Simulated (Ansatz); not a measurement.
A run of Ansatz 0.2.0 is set up as follows.

The input input.yaml:

```yaml
crystal:
  lattice:
    - [0.0, 2.0970013927, 2.0970013927]
    - [2.0970013927, 0.0, 2.0970013927]
    - [2.0970013927, 2.0970013927, 0.0]
  atoms:
    - { symbol: Mg, position: [0.0, 0.0, 0.0] }
    - { symbol: O, position: [0.5, 0.5, 0.5] }
kpoints:
  mp_grid: { grid: [11, 11, 11] }
scf:
  occupations: { method: gaussian, width: 0.1 }
hamiltonian:
  xc: rpbe
  dispersion: d4
  pseudopotentials: { kind: all_electron, lapw: { basis_error: 0.001 } }
output:
  forces: true
  stress: true
  eigenvalues: true
```

Potentials or basis: all-electron LAPW, scalar-relativistic.

The run is started by

```bash
$ ansatz run input.yaml --threads 1 --pin off --max-ram 3072MiB --backend cpu --events-out ev --progress --plain --runs-dir out
```

(1) Predict the pressure.

(2) What does it give for the band gap on the k mesh?

Results:

(1) 4.2 GPa.

(2) 4.97 eV, direct.

**What was measured.**

From “Electronic structure of alkaline earth and post-transition metal oxides”, 2009, arxiv:0908.1581, for a bulk crystal of MgO: band gap 7.83 eV.

Measured gap of MgO: 7.83 eV (quoted in “Electronic structure of alkaline earth and post-transition metal oxides”, 2009, arxiv:0908.1581). This calculation gives 4.97 eV (-2.86 eV). The value is that of RPBE+D4, without temperature or zero-point motion. Semilocal functionals fall short of measured gaps as a rule. The cell is a database's relaxed one, not the measured one, which moves gaps too.
